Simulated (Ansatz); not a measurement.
The cell is CdSe (F-43m) from a database of computed structures; cell and atoms were relaxed with r2SCAN. It is cubic, F-43m (No. 216); a = 6.136 Å in the conventional setting, 28.87 Å³ an atom. Around Cd lie 4 Se at 2.66 Å; around Se lie 4 Cd at 2.66 Å.

```cif
data_structure
_symmetry_space_group_name_H-M 'P 1'
_symmetry_Int_Tables_number 1
_cell_length_a 4.3385
_cell_length_b 4.3385
_cell_length_c 4.3385
_cell_angle_alpha 60.000
_cell_angle_beta 60.000
_cell_angle_gamma 60.000
_cell_volume 57.74
loop_
_atom_site_label
_atom_site_type_symbol
_atom_site_fract_x
_atom_site_fract_y
_atom_site_fract_z
_atom_site_occupancy
Cd1 Cd 0.00000 0.00000 0.00000 1
Se1 Se 0.75000 0.75000 0.75000 1
```

The questions ask for values computed with the plane-wave code Ansatz on this geometry. Non-magnetic throughout; all numbers are computed.

Given (8×8×8 mesh): With LDA the gap is 0.28 eV and direct, at Γ.

(1) Estimate the gap with PBE on 8×8×8.

(2) Estimate the gap with HSE06+SOC on 4×4×4.

(3) Order these levels by the gap that they give, smallest first.
A. PBE
B. HSE06
C. DDH-PBE0
D. r2SCAN
E. PBE0
F. LDA
G. r2SCAN0
H. Hartree-Fock

(4) How strongly does the crystal screen a field with clamped ions (r2SCAN)?

(5) What do these levels agree on?

Answers

(1) PBE gives a direct gap of 0.56 eV at Γ. The gap differs by +0.28 eV from LDA's.

(2) The HSE06+SOC gap is direct at Γ: 1.36 eV. The gap differs by +1.08 eV from LDA's.

(3) F (0.28 eV), A (0.56 eV), D (1.04 eV), C (1.30 eV), B (1.48 eV), E (2.08 eV), G (2.37 eV), H (7.50 eV).

(4) The electronic dielectric tensor ε∞ is 6.57 in all directions. Born charges, averaged over directions: Cd +2.26, Se -2.26 e.

(5) r2SCAN covers 52 % of the step from PBE to HSE06. All these functionals give a gap of the same kind, direct.

Only the levels marked +SOC include spin-orbit coupling.

The meshes of the hybrids are coarse, so their gaps aren't converged to the digits shown.
